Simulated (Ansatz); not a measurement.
**Kick test of a cell of NaH**

It was reached by relaxing an invented guess, and it needn't be the stable form of this composition.

Level of theory: DFT PBE, scalar-relativistic, plane waves, PAW in Ansatz 0.2.0. Cutoff 420 eV; k points 8×8×8 on the computed 4-atom cell (Γ-centred); Gaussian smearing, width 0.02 eV; no spin polarisation.

The cell below (4 atoms, space group Cmcm (No. 63)) is relaxed within its symmetry.

```xyz
4
Lattice="1.6307 -5.7963 0.0000 1.6307 5.7963 0.0000 0.0000 0.0000 3.3539" Properties=species:S:1:pos:R:3 pbc="T T T"
Na    1.6307   -4.1178    2.5154
Na    1.6307    4.1178    0.8385
H     1.6307   -1.6680    2.5154
H     1.6307    1.6680    0.8385
```

For the test a repeat of it with 8 atoms (edges 3.26, 6.02, 6.71 Å) was strained at random (σ = 1.5 % a component), the atoms were moved at random (σ = 0.10 Å), and all was relaxed again on a coarse 4×4×2 mesh (in the run’s order of axes) with 0.10 eV smearing, with no symmetry imposed.

Task: What happens?

Result: It doesn't return. The energy falls by 63 meV/atom on that mesh, the volume changes by -11.3 %, and the end has space group Fm-3m (No. 225) at a loose tolerance. Relaxed again on an 8×8×8 mesh with 0.02 eV smearing, the new structure lies 63 meV/atom below the first (mesh in the axes of the run's cell; the cell below is made exact in the group named). Space group Fm-3m (No. 225), cubic, a = 4.831 Å. Na is surrounded by 6 H at 2.42 Å; around H lie 6 Na at 2.42 Å.

```
Na H
1.0
     0.00000    2.41569    2.41569
     2.41569    0.00000    2.41569
     2.41569    2.41569    0.00000
Na H
1 1
Direct
  0.50000 0.50000 0.50000
  0.00000 0.00000 0.00000
```
